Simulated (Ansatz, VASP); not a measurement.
TiH3 in VASP and in Ansatz

Contents of INCAR:

```
SYSTEM = TiH3
  PREC = Accurate
  ENCUT = 600
  EDIFF = 1E-7
  ISMEAR = 0
  SIGMA = 0.1
  LREAL = .FALSE.
  LASPH = .TRUE.
  NELM = 80
  ALGO = Normal
  ISIF = 3
  LWAVE = .FALSE.
  LCHARG = .FALSE.
  GGA = PE
  IBRION = 2
  NSW = 90
  EDIFFG = -0.04
```

File KPOINTS:

```
Automatic mesh
0
G
  6 6 6
  0 0 0
```

The input POSCAR:

```
TiH3
1.0
   -2.0952084700      2.0952084700      2.0952084700
    2.0952084700     -2.0952084700      2.0952084700
    2.0952084700      2.0952084700     -2.0952084700
Ti H
1 3
Direct
    0.0000000000      0.0000000000      0.0000000000
    0.0000000000      0.5000000000      0.5000000000
    0.5000000000      0.0000000000      0.5000000000
    0.5000000000      0.5000000000      0.0000000000
```

Input for Ansatz:

```yaml
crystal:
  lattice:
    - [-2.09520847, 2.09520847, 2.09520847]
    - [2.09520847, -2.09520847, 2.09520847]
    - [2.09520847, 2.09520847, -2.09520847]
  atoms:
    - { symbol: Ti, position: [0.0, 0.0, 0.0] }
    - { symbol: H, position: [0.0, 0.5, 0.5] }
    - { symbol: H, position: [0.5, 0.0, 0.5] }
    - { symbol: H, position: [0.5, 0.5, 0.0] }
basis:
  ecutwfc: 420
kpoints:
  mp_grid: { grid: [6, 6, 6] }
hamiltonian:
  xc: pbe
scf:
  occupations: { method: gaussian, width: 0.1 }
  lower_state_search: "off"
output:
  forces: true
  stress: true
  eigenvalues: true
relax:
  adjacent_minimum: "off"
  f_tol: 0.04
  max_steps: 70
  cell: { stress_tol: 0.4 }
```

Alike in both runs: task relaxation of cell and atoms; functional PBE; k mesh 6 × 6 × 6; occupations gaussian, width 0.1 eV; no spin polarisation.

```csv
,VASP,Ansatz
version,VASP 6.6.1,Ansatz 0.2.0
potentials or method,"VASP PAW PBE potentials, release 64 (Ti_sv, H)","scalar-relativistic, plane waves, PAW"
plane-wave cutoff (eV),600,420
valence electrons in the cell,15,15
```

VASP gave:

- gap on the k mesh at the Fermi level, each at its own relaxed structure (eV): none
- relaxed volume (Å³/atom): 6.44
- relaxed cell length with the largest relative difference (Å): 3.222
- energy change over the relaxation (meV/atom): -216

Task: Which values does Ansatz return?

Result: gap on the k mesh at the Fermi level, each at its own relaxed structure (eV): none; relaxed volume (Å³/atom): 6.44; relaxed cell length with the largest relative difference (Å): 3.222; energy change over the relaxation (meV/atom): -217.

A gap of «none» marks a metal or a gap that the smearing closes.

Caveats: the volume moved by over 15 % at a fixed basis, so the end points are rough (VASP).
